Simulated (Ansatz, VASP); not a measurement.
**Si2Ni: VASP beside Ansatz**

```
CELL_PARAMETERS angstrom
0.00000 2.69570 2.69570
2.69570 0.00000 2.69570
2.69570 2.69570 0.00000
ATOMIC_POSITIONS crystal
Si 0.25000 0.25000 0.25000
Si 0.75000 0.75000 0.75000
Ni 0.00000 0.00000 0.00000
```

Alike in both runs: functional PBEsol; k mesh 14 × 14 × 14; occupations gaussian, width 0.1 eV; no spin polarisation.

Ansatz relaxed the structure, and its values are those at the end. VASP's run is a single point on that final structure, the one shown.

|  | VASP | Ansatz |
| --- | --- | --- |
| version | VASP 6.6.1 | Ansatz 0.2.0 |
| potentials or method | VASP PAW PBE potentials, release 64 (Si, Ni) | scalar-relativistic, plane waves, PAW |
| plane-wave cutoff (eV) | 520 | 420 |
| valence electrons in the cell | 18 | 26 |

|  | VASP | Ansatz | Ansatz less VASP |
| --- | --- | --- | --- |
| gap on the k mesh at the Fermi level (eV) | none | none | - |
| pressure (GPa) | 0.1 | 0.0 | -0.07 |

A gap of «none» marks a metal or a gap that the smearing closes. The two sets of potentials don't hold the same shells in valence.

Caveats: the PAW data sets were made with another functional, which shifts forces and pressure a little (VASP). Spin polarisation is off, so any magnetic state and its effect on volume and gap are missing.
